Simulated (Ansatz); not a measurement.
# Ag(111) / 3 layers Cd(0001) / Ag(111): resistance against film thickness, part 2 of 2

Wanted: interface resistance and thickness dependence for Ag(111) / 3 layers Cd(0001) / Ag(111).

Ansatz 0.2.0; Ansatz plane-wave DFT, PBE, PAW files; ballistic transport by layer matching (Landauer), zero bias; PAW set soft_1 (the session's first sound run).

So far. Step 2 (With 3 layers): The lead's potential steps by 8.1 meV from period to period, small in itself. The program estimates the junction's conductance to 3.3 % from the k-mesh, 0.1 % from the leads' distance from neutral and 0.5 % from their steps. Step 3 (With 5 layers, film layers 5): The conductance of the junction is 3.4e14 S/m², 29 % under the 4.8e14 S/m² of the last finished run.

### Step 4. With 6 layers, film layers 6

The stack now holds 6 film layers; the k-mesh follows the cell, and the energies span -0.27 to 0.27 eV.

System of this step: Ag(111) / 6 layers Cd(0001) / Ag(111). The cell holds 16 atoms: 10 Ag and 6 Cd. Its edges and angles: a = 2.889 Å, b = 2.889 Å, c = 41.505 Å, α = 90.0°, β = 90.0°, γ = 120.0°. It derives from Ag and Cd. Regions: lead, 10 atoms (10 Ag); films, 6 atoms (6 Cd). The structure is stacked along c, and the current runs across the ab planes.

input.yaml reads:

```yaml
crystal:
  lattice:
    - [2.8893797293, 0.0, 0.0]
    - [-1.4446898646, 2.5022762467, 0.0]
    - [0.0, 0.0, 41.5047471075]
  atoms:
    - { symbol: Ag, position: [0.0, 0.0, 0.028420468] }
    - { symbol: Ag, position: [0.3333333333, 0.6666666667, 0.0852614039] }
    - { symbol: Ag, position: [0.6666666667, 0.3333333333, 0.1421023398] }
    - { symbol: Ag, position: [0.0, 0.0, 0.1989432757] }
    - { symbol: Cd, position: [0.3333333333, 0.6666666667, 0.2633296304] }
    - { symbol: Cd, position: [0.6666666667, 0.3333333333, 0.3352614039] }
    - { symbol: Cd, position: [0.3333333333, 0.6666666667, 0.4071931773] }
    - { symbol: Cd, position: [0.6666666667, 0.3333333333, 0.4791249508] }
    - { symbol: Cd, position: [0.3333333333, 0.6666666667, 0.5510567243] }
    - { symbol: Cd, position: [0.6666666667, 0.3333333333, 0.6229884978] }
    - { symbol: Ag, position: [0.0, 0.0, 0.6873748525] }
    - { symbol: Ag, position: [0.3333333333, 0.6666666667, 0.7442157884] }
    - { symbol: Ag, position: [0.6666666667, 0.3333333333, 0.8010567243] }
    - { symbol: Ag, position: [0.0, 0.0, 0.8578976602] }
    - { symbol: Ag, position: [0.3333333333, 0.6666666667, 0.9147385961] }
    - { symbol: Ag, position: [0.6666666667, 0.3333333333, 0.971579532] }
kpoints:
  mp_grid: { grid: [15, 15, 1] }
hamiltonian:
  xc: pbe
  pseudopotentials: { kind: paw, azcp: { folder: soft_1 } }
scf:
  occupations: { method: fermi_dirac, width: 0.1 }
output:
  transmission:
    leads: [[0, 1]]
    kmesh: [28, 28]
    e_range: [-0.27, 0.27]
    de: 0.036
  write_potential: true
  write_density: true
  volumetric_format: npy
```

Launch:

```bash
> ansatz run input.yaml --threads 4 --pin off --max-ram 8192MiB --backend cpu --events-out ev --progress --plain --runs-dir out
```

Numbers of over 12 decimals in the logs are rounded to 6 here.

Log:

```text
[...]
Crystal: 16 atoms, lattice volume = 300.080 Å³
Basis set: ecut = 420 eV, 5863 PW (Γ)
Bands: 186, of which v1, the nominal top of the filled ones, is band 155 counted from 1 (154 counted from 0)
Symmetry: 12 space group operations
[...]
k-points: 27 of 225
[...]
--- Transmission ---
  basis      : 61 plane waves across, 52 finite elements along
  points     : 80, standing for a mesh of 28 x 28
[...]
filled         : 35.4 meV over the level at which it is neutral
    channels       : 7.844388e-1 a spin
[...]
slowest decay  : 0.0473 /Å at (0.0714, 0.0000)
  junction   : crystal 0 to crystal 0, -1.66 to 37.48 Å
    transmission   : 3.062090e-1 a spin
[...]
resistance     : 1.8427e-3 Ω µm² beyond half of each lead's own
[key lines of the parts left out:]
SCF converged after 13 iterations
Free energy (F): -125433.012663 eV
Fermi energy:    16.153668 eV
```

Run time: 77 s. Hardware: 4 threads of Arm Neoverse V1, shared host; peak memory 1.9 GiB; 5 min of CPU time.

Numbers from this step:

- free energy: -125433.0127 eV
- energy at zero smearing: -125432.9432 eV
- Fermi energy: 16.15 eV
- step of the lead's potential: 7.5 meV
- ballistic conductance of the lead: 8.44e14 S/m²
- estimated errors of the lead's conductance: 0, 3.6, 0 % (band edges, k-mesh, distance from neutral)
- lead conductance per cell: 0.7874 G₀
- conductance of the junction: 3.30e14 S/m²
- junction conductance per cell: 0.3082 G₀
- estimated errors of the junction's conductance: 0, 0, 6.7, 1.4, 0.9 % (energy step, band edges, k-mesh, leads' steps, distance from neutral)
- area resistance that the stack adds (contact term taken off, spin by spin): 1.843 fΩ m²

Per spin. Table of transmission, zone mean by energy, zero at the Fermi level:

| energy (eV) | transmission, zone mean |
| --- | --- |
| -0.270 | 0.332 |
| -0.234 | 0.334 |
| -0.198 | 0.332 |
| -0.162 | 0.328 |
| -0.126 | 0.322 |
| -0.090 | 0.317 |
| -0.054 | 0.312 |
| -0.018 | 0.309 |
| 0.018 | 0.306 |
| 0.054 | 0.305 |
| 0.090 | 0.305 |
| 0.126 | 0.306 |
| 0.162 | 0.310 |
| 0.198 | 0.314 |
| 0.234 | 0.320 |
| 0.270 | 0.329 |

The conductance of the junction is 3.3e14 S/m², 2.2 % under the 3.4e14 S/m² of the last finished run, within the error estimates, leads' steps apart, of 3.7 and 6.7 %.

### Step 5. With 8 layers, film layers 8

The stack now holds 8 film layers; the k-mesh follows the cell, and the energies span -0.27 to 0.27 eV.

System of this step: Ag(111) / 8 layers Cd(0001) / Ag(111). The cell holds 18 atoms: 10 Ag and 8 Cd. Cell: a = 2.889 Å, b = 2.889 Å, c = 47.476 Å, α = 90.0°, β = 90.0°, γ = 120.0°. It derives from Ag and Cd. Regions: lead, 10 atoms (10 Ag); films, 8 atoms (8 Cd). The structure is stacked along c, and the current runs across the ab planes.

input.yaml, the sections that differ from step 4:

```yaml
crystal:
  lattice:
    - [2.8893797293, 0.0, 0.0]
    - [-1.4446898646, 2.5022762467, 0.0]
    - [0.0, 0.0, 47.4757672435]
  atoms:
    - { symbol: Ag, position: [0.0, 0.0, 0.02484603] }
    - { symbol: Ag, position: [0.3333333333, 0.6666666667, 0.0745380899] }
    - { symbol: Ag, position: [0.6666666667, 0.3333333333, 0.1242301498] }
    - { symbol: Ag, position: [0.0, 0.0, 0.1739222097] }
    - { symbol: Cd, position: [0.3333333333, 0.6666666667, 0.2302107022] }
    - { symbol: Cd, position: [0.6666666667, 0.3333333333, 0.2930956273] }
    - { symbol: Cd, position: [0.3333333333, 0.6666666667, 0.3559805524] }
    - { symbol: Cd, position: [0.6666666667, 0.3333333333, 0.4188654775] }
    - { symbol: Cd, position: [0.3333333333, 0.6666666667, 0.4817504027] }
    - { symbol: Cd, position: [0.6666666667, 0.3333333333, 0.5446353278] }
    - { symbol: Cd, position: [0.3333333333, 0.6666666667, 0.6075202529] }
    - { symbol: Cd, position: [0.6666666667, 0.3333333333, 0.670405178] }
    - { symbol: Ag, position: [0.0, 0.0, 0.7266936705] }
    - { symbol: Ag, position: [0.3333333333, 0.6666666667, 0.7763857304] }
    - { symbol: Ag, position: [0.6666666667, 0.3333333333, 0.8260777903] }
    - { symbol: Ag, position: [0.0, 0.0, 0.8757698502] }
    - { symbol: Ag, position: [0.3333333333, 0.6666666667, 0.9254619101] }
    - { symbol: Ag, position: [0.6666666667, 0.3333333333, 0.97515397] }
# kpoints, hamiltonian, scf, output: as in step 4
```

Log:

```text
[...]
Crystal: 18 atoms, lattice volume = 343.251 Å³
Basis set: ecut = 420 eV, 6723 PW (Γ)
Bands: 210, of which v1, the nominal top of the filled ones, is band 175 counted from 1 (174 counted from 0)
Symmetry: 12 space group operations
[...]
k-points: 27 of 225
[...]
--- Transmission ---
  basis      : 61 plane waves across, 59 finite elements along
  points     : 80, standing for a mesh of 28 x 28
[...]
filled         : 39.7 meV over the level at which it is neutral
    channels       : 7.844388e-1 a spin
[...]
slowest decay  : 0.0485 /Å at (0.0714, 0.0000)
  junction   : crystal 0 to crystal 0, -1.66 to 43.46 Å
    transmission   : 3.268282e-1 a spin
[...]
resistance     : 1.7156e-3 Ω µm² beyond half of each lead's own
[key lines of the parts left out:]
SCF converged after 13 iterations
Free energy (F): -141942.006175 eV
Fermi energy:    15.961144 eV
```

Run time: 90 s. Hardware: 4 threads; peak memory 2.3 GiB.

This step gave:

* free energy: -141942.0062 eV
* energy at zero smearing: -141941.9275 eV
* Fermi energy: 15.96 eV
* step of the lead's potential: 8.4 meV
* estimated errors of the lead's conductance: 0, 3.6, 0.1 % (band edges, k-mesh, distance from neutral)
* lead conductance per cell: 0.7876 G₀
* conductance of the junction: 3.45e14 S/m²
* junction conductance per cell: 0.3217 G₀
* estimated errors of the junction's conductance: 0.1, 0, 11.6, 2.2, 1.8 % (energy step, band edges, k-mesh, leads' steps, distance from neutral)
* area resistance that the stack adds (contact term taken off, spin by spin): 1.716 fΩ m²

Per spin. Table of transmission, zone mean by energy, zero at the Fermi level:

| energy (eV) | transmission, zone mean |
| --- | --- |
| -0.270 | 0.296 |
| -0.234 | 0.295 |
| -0.198 | 0.299 |
| -0.162 | 0.306 |
| -0.126 | 0.309 |
| -0.090 | 0.308 |
| -0.054 | 0.312 |
| -0.018 | 0.320 |
| 0.018 | 0.327 |
| 0.054 | 0.329 |
| 0.090 | 0.326 |
| 0.126 | 0.320 |
| 0.162 | 0.313 |
| 0.198 | 0.307 |
| 0.234 | 0.304 |
| 0.270 | 0.302 |

The conductance of the junction is 3.4e14 S/m², 4.4 % over the 3.3e14 S/m² of the last finished run, within the error estimates, leads' steps apart, of 6.7 and 12 %.

### Step 6. With 10 layers, film layers 10

The stack now holds 10 film layers; the k-mesh follows the cell, and the energies span -0.27 to 0.27 eV.

System of this step: Ag(111) / 10 layers Cd(0001) / Ag(111). The cell holds 20 atoms: 10 Ag and 10 Cd. Cell: a = 2.889 Å, b = 2.889 Å, c = 53.447 Å, α = 90.0°, β = 90.0°, γ = 120.0°. It derives from Ag and Cd. Regions: lead, 10 atoms (10 Ag); films, 10 atoms (10 Cd). The structure is stacked along c, and the current runs across the ab planes.

input.yaml reads:

```yaml
crystal:
  lattice:
    - [2.8893797293, 0.0, 0.0]
    - [-1.4446898646, 2.5022762467, 0.0]
    - [0.0, 0.0, 53.4467873794]
  atoms:
    - { symbol: Ag, position: [0.0, 0.0, 0.022070257] }
    - { symbol: Ag, position: [0.3333333333, 0.6666666667, 0.0662107711] }
    - { symbol: Ag, position: [0.6666666667, 0.3333333333, 0.1103512852] }
    - { symbol: Ag, position: [0.0, 0.0, 0.1544917992] }
    - { symbol: Cd, position: [0.3333333333, 0.6666666667, 0.2044917992] }
    - { symbol: Cd, position: [0.6666666667, 0.3333333333, 0.2603512852] }
    - { symbol: Cd, position: [0.3333333333, 0.6666666667, 0.3162107711] }
    - { symbol: Cd, position: [0.6666666667, 0.3333333333, 0.372070257] }
    - { symbol: Cd, position: [0.3333333333, 0.6666666667, 0.427929743] }
    - { symbol: Cd, position: [0.6666666667, 0.3333333333, 0.4837892289] }
    - { symbol: Cd, position: [0.3333333333, 0.6666666667, 0.5396487148] }
    - { symbol: Cd, position: [0.6666666667, 0.3333333333, 0.5955082008] }
    - { symbol: Cd, position: [0.3333333333, 0.6666666667, 0.6513676867] }
    - { symbol: Cd, position: [0.6666666667, 0.3333333333, 0.7072271727] }
    - { symbol: Ag, position: [0.0, 0.0, 0.7572271727] }
    - { symbol: Ag, position: [0.3333333333, 0.6666666667, 0.8013676867] }
    - { symbol: Ag, position: [0.6666666667, 0.3333333333, 0.8455082008] }
    - { symbol: Ag, position: [0.0, 0.0, 0.8896487148] }
    - { symbol: Ag, position: [0.3333333333, 0.6666666667, 0.9337892289] }
    - { symbol: Ag, position: [0.6666666667, 0.3333333333, 0.977929743] }
kpoints:
  mp_grid: { grid: [15, 15, 1] }
hamiltonian:
  xc: pbe
  pseudopotentials: { kind: paw, azcp: { folder: soft_1 } }
scf:
  occupations: { method: fermi_dirac, width: 0.1 }
output:
  transmission:
    leads: [[0, 1]]
    kmesh: [28, 28]
    e_range: [-0.27, 0.27]
    de: 0.036
  write_potential: true
  write_density: true
  volumetric_format: npy
```

Log:

```text
[...]
Crystal: 20 atoms, lattice volume = 386.422 Å³
Basis set: ecut = 420 eV, 7571 PW (Γ)
Bands: 234, of which v1, the nominal top of the filled ones, is band 195 counted from 1 (194 counted from 0)
Symmetry: 12 space group operations
[...]
k-points: 27 of 225
[...]
--- Transmission ---
  basis      : 61 plane waves across, 66 finite elements along
  points     : 80, standing for a mesh of 28 x 28
[...]
filled         : 42.7 meV over the level at which it is neutral
    channels       : 7.844388e-1 a spin
[...]
slowest decay  : 0.0494 /Å at (0.0714, 0.0000)
  junction   : crystal 0 to crystal 0, -1.66 to 49.43 Å
    transmission   : 2.985621e-1 a spin
[...]
resistance     : 1.9556e-3 Ω µm² beyond half of each lead's own
[key lines of the parts left out:]
SCF converged after 15 iterations
Free energy (F): -158450.996316 eV
Fermi energy:    15.810421 eV
```

The job ended after 1.9 min (4 threads; peak memory 2.7 GiB; 7.3 min of CPU time).

Numbers from this step:

| Quantity | Value |
| --- | --- |
| free energy | -158450.9963 eV |
| energy at zero smearing | -158450.9114 eV |
| Fermi energy | 15.81 eV |
| step of the lead's potential | 8.2 meV |
| estimated errors of the lead's conductance | 0, 3.5, 0.1 % (band edges, k-mesh, distance from neutral) |
| lead conductance per cell | 0.7879 G₀ |
| conductance of the junction | 3.18e14 S/m² |
| junction conductance per cell | 0.2972 G₀ |
| estimated errors of the junction's conductance | 0.1, 0, 8, 1.9, 1.8 % (energy step, band edges, k-mesh, leads' steps, distance from neutral) |
| area resistance that the stack adds (contact term taken off, spin by spin) | 1.956 fΩ m² |

Per spin. Transmission, zone mean against energy, zero at the Fermi level:

| energy (eV) | transmission, zone mean |
| --- | --- |
| -0.270 | 0.300 |
| -0.234 | 0.287 |
| -0.198 | 0.280 |
| -0.162 | 0.279 |
| -0.126 | 0.284 |
| -0.090 | 0.296 |
| -0.054 | 0.288 |
| -0.018 | 0.291 |
| 0.018 | 0.299 |
| 0.054 | 0.308 |
| 0.090 | 0.320 |
| 0.126 | 0.336 |
| 0.162 | 0.354 |
| 0.198 | 0.360 |
| 0.234 | 0.349 |
| 0.270 | 0.343 |

The conductance of the junction is 3.2e14 S/m², 7.6 % under the 3.4e14 S/m² of the last finished run, within the error estimates, leads' steps apart, of 12 and 8 %.

### Step 7. Cost and result by level

Times are for 4 threads of Arm Neoverse V1, shared host. The series side by side:

| no. | film layers | area resistance that the stack adds (contact term taken off, spin by spin) (fΩ m²) | conductance of the junction (S/m²) | time | memory (GiB) |
| --- | --- | --- | --- | --- | --- |
| 1 | 3 | 0.9032 | 4.79e14 | 1.9 min | 1.1 |
| 2 | 5 | 1.776 | 3.38e14 | 82 s | 1.4 |
| 3 | 6 | 1.843 | 3.30e14 | 77 s | 1.9 |
| 4 | 8 | 1.716 | 3.45e14 | 90 s | 2.3 |
| 5 | 10 | 1.956 | 3.18e14 | 1.9 min | 2.7 |

### Step 8. With 5 layers

The run is repeated with changed settings as a check of sensitivity.

This step: Ansatz plane-wave DFT, PBE, PAW files; ballistic transport by layer matching (Landauer), zero bias; changed: scf.initial_density.chi_scale = 0.3, basis.ecutwfc = "500 eV", scf.occupations.width = null, scf.occupations.method = "tetrahedron_uncorrected"; PAW set soft_1 (Ansatz 0.2.0).

System of this step: Ag(111) / 5 layers Cd(0001) / Ag(111). The cell holds 13 atoms: 8 Ag and 5 Cd. Its edges and angles: a = 2.889 Å, b = 2.889 Å, c = 33.801 Å, α = 90.0°, β = 90.0°, γ = 120.0°. It derives from Ag and Cd. Regions: lead, 8 atoms (8 Ag); films, 5 atoms (5 Cd). The structure is stacked along c, and the current runs across the ab planes.

input.yaml, the sections that differ from step 6:

```yaml
crystal:
  lattice:
    - [2.8893797293, 0.0, 0.0]
    - [-1.4446898646, 2.5022762467, 0.0]
    - [0.0, 0.0, 33.8008996996]
  atoms:
    - { symbol: Ag, position: [0.0, 0.0, 0.0348980159] }
    - { symbol: Ag, position: [0.3333333333, 0.6666666667, 0.1046940477] }
    - { symbol: Ag, position: [0.6666666667, 0.3333333333, 0.1744900795] }
    - { symbol: Ag, position: [0.0, 0.0, 0.2442861113] }
    - { symbol: Cd, position: [0.3333333333, 0.6666666667, 0.3233473017] }
    - { symbol: Cd, position: [0.6666666667, 0.3333333333, 0.4116736509] }
    - { symbol: Cd, position: [0.3333333333, 0.6666666667, 0.5] }
    - { symbol: Cd, position: [0.6666666667, 0.3333333333, 0.5883263491] }
    - { symbol: Cd, position: [0.3333333333, 0.6666666667, 0.6766526983] }
    - { symbol: Ag, position: [0.6666666667, 0.3333333333, 0.7557138887] }
    - { symbol: Ag, position: [0.0, 0.0, 0.8255099205] }
    - { symbol: Ag, position: [0.3333333333, 0.6666666667, 0.8953059523] }
    - { symbol: Ag, position: [0.6666666667, 0.3333333333, 0.9651019841] }
scf:
  occupations: { method: tetrahedron_uncorrected }
  initial_density: { chi_scale: 0.3 }
basis:
  ecutwfc: "500 eV"
# kpoints, hamiltonian, output: as in step 6
```

Log:

```text
[...]
Crystal: 13 atoms, lattice volume = 244.381 Å³
Basis set: ecut = 500 eV, 6159 PW (Γ)
Bands: 152, of which v1, the nominal top of the filled ones, is band 126 counted from 1 (125 counted from 0)
Symmetry: 6 space group operations
[...]
k-points: 27 of 225 (time reversal used)
[...]
SCF iter   1: F=—  HF=-115471.124397 eV  |F-HF|=—  |Δ(HF+E_count)|=         —  Δρ=2.21e0  dr2=9.94e5  ethr=3.10e-3  ⟨swp⟩=46.1  Hψ=84179  notcnv=0  defer=538
[...]
SCF iter  21: F=-101997.009380 eV  HF=-101997.009380 eV  |F-HF|=4.76e-8  |Δ(HF+E_count)|=   5.62e-9  Δρ=1.97e-6  dr2=5.07e-8  ethr=3.97e-11  ⟨swp⟩=13.5  Hψ=19931  notcnv=0
SCF 1 converged in 21 iterations: F = -101997.009380 eV  dr2 = 5.07e-8
[...]
transmission: 376 of 3760 steps passed
transmission: 752 of 3760 steps passed
[...]
transmission: 3760 of 3760 steps passed
SCF converged after 21 iterations
Free energy (F): -101997.009380 eV
[...]
Internal energy: -101997.009364 eV  (E = F + TS)
E sigma→0 (E₀):  -101997.009380 eV
Entropy (-TS):   -0.000016 eV (-0.001 meV/atom)
Fermi energy:    16.095255 eV
[...]
--- Band table (eV; the first three rows and the last of 27) ---
  k-point 0: bands = [... 122 lower, 12.7292, 12.7292, 12.9232, 12.9232, 13.0558, 13.0558, 13.9078, 14.1666, ... 22 higher]
  k-point 1: bands = [... 122 lower, 12.7348, 12.7650, 12.9287, 12.9819, 13.0619, 13.1097, 14.2739, 14.4139, ... 22 higher]
  k-point 2: bands = [... 122 lower, 12.7473, 12.8020, 12.9424, 13.0777, 13.4139, 13.6785, 14.9145, 14.9885, ... 22 higher]
  k-point 26: bands = [... 122 lower, 17.5878, 17.7686, 18.1329, 18.1579, 18.6169, 18.8840, 18.9040, 19.2621, ... 22 higher]
--- Transmission ---
  basis      : 73 plane waves across, 47 finite elements along
  points     : 80, standing for a mesh of 28 x 28
[...]
filled         : 13.2 meV under the level at which it is neutral
    channels       : 7.844388e-1 a spin
[...]
slowest decay  : 0.0298 /Å at (0.0714, 0.0000)
  junction   : crystal 0 to crystal 0, 0.70 to 32.14 Å
    transmission   : 3.154163e-1 a spin
[...]
resistance     : 1.7653e-3 Ω µm² beyond half of each lead's own
```

Run time: 4.8 min. Hardware: 4 threads; peak memory 1.7 GiB.

Numbers from this step:

| Item | Value |
| --- | --- |
| free energy | -101997.0094 eV |
| Fermi energy | 16.10 eV |
| step of the lead's potential | 1 meV |
| estimated errors of the lead's conductance | 0, 3.9, 0.1 % (band edges, k-mesh, distance from neutral) |
| lead conductance per cell | 0.7876 G₀ |
| conductance of the junction | 3.39e14 S/m² |
| junction conductance per cell | 0.3163 G₀ |
| estimated errors of the junction's conductance | 0, 0, 3.9, 0.1, 0.1 % (energy step, band edges, k-mesh, leads' steps, distance from neutral) |
| area resistance that the stack adds (contact term taken off, spin by spin) | 1.765 fΩ m² |

Per spin. The transmission, zone mean by energy, zero at the Fermi level:

| energy (eV) | transmission, zone mean |
| --- | --- |
| -0.270 | 0.342 |
| -0.234 | 0.336 |
| -0.198 | 0.331 |
| -0.162 | 0.326 |
| -0.126 | 0.323 |
| -0.090 | 0.320 |
| -0.054 | 0.318 |
| -0.018 | 0.317 |
| 0.018 | 0.315 |
| 0.054 | 0.314 |
| 0.090 | 0.314 |
| 0.126 | 0.315 |
| 0.162 | 0.323 |
| 0.198 | 0.347 |
| 0.234 | 0.353 |
| 0.270 | 0.354 |

With the changed settings the conductance of the junction moves by 0.41 % from the earlier run's 3.4e14 S/m².

### Step 9. Summary of results

```yaml
area_resistance_3_layers: 0.903 fΩ m²
area_resistance_5_layers: 1.78 fΩ m²
area_resistance_6_layers: 1.84 fΩ m²
area_resistance_8_layers: 1.72 fΩ m²
area_resistance_10_layers: 1.96 fΩ m²
```

**Reading.** The stack adds 0.90 fΩ m² with 3 layers and 2.0 fΩ m² with 10. From 5 layers on no step exceeds the two runs' error estimates together, as expected where only the two interfaces scatter; half the mean, 0.91 fΩ m², is a rough coherent figure for one interface. With an hcp and an fcc partner, odd and even counts of layers end in unlike stacking at the second interface, which mixes with the effect of thickness. Atoms sit on ideal sites and aren't relaxed. The program's error estimates for the conductances, leads' steps apart, run from 3.3 to 12 %. Cd(0001) is compressed by 3.0 % in plane to fit Ag(111), at its own atomic volume.

[Logs are printed without paths, hosts, clocks, repeated set-up lines and the standing remarks that a program may print on its own settings, such as how far it seeks lower states.]

[Hosts, paths, dates, database ids (printed as entryN), source tags and the programs' standing remarks are cut or masked in the printed files.]
